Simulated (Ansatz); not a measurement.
Crystal: Pb.

```
CELL_PARAMETERS angstrom
0.00000 2.47502 2.47502
2.47502 0.00000 2.47502
2.47502 2.47502 0.00000
ATOMIC_POSITIONS crystal
Pb 0.00000 0.00000 0.00000
```

- Program: Ansatz 0.2.0
- Task: relaxation of cell and atoms
- Functional: PBE
- Potentials or basis: Ansatz PAW
- Cutoff: 420 eV (not typed: the program's choice for these potentials)
- k mesh: 9 × 9 × 9
- Occupations: fermi-dirac, width 0.05 eV
- Spin: no spin polarisation

At the start: volume 30.32 Å³/atom.

Where does the relaxation end?

It ends after 4 steps and the volume is 31.88 Å³/atom (+5.1 %); space group Fm-3m (No. 225, to 0.05 Å).

The path:
```
step  energy change (eV)  largest force (eV/Å)  volume (Å³)
   1              0.0000                0.0000        30.32
   2             -0.0102                0.0000        31.91
   3             -0.0102                0.0000        31.88
   4             -0.0104                0.0000        31.88
```

Final structure:
```
Pb
1.0
     0.00000    2.51663    2.51663
     2.51663    0.00000    2.51663
     2.51663    2.51663    0.00000
Pb
1
Direct
  0.00000 0.00000 0.00000
```

The cell as given is a measured one (30.32 Å³/atom); PBE puts the equilibrium volume +5.1 % from it, thermal expansion not counted.

Caveat: the plane-wave basis is chosen anew once the cell has moved, so the energies of steps on either side of that aren't comparable.
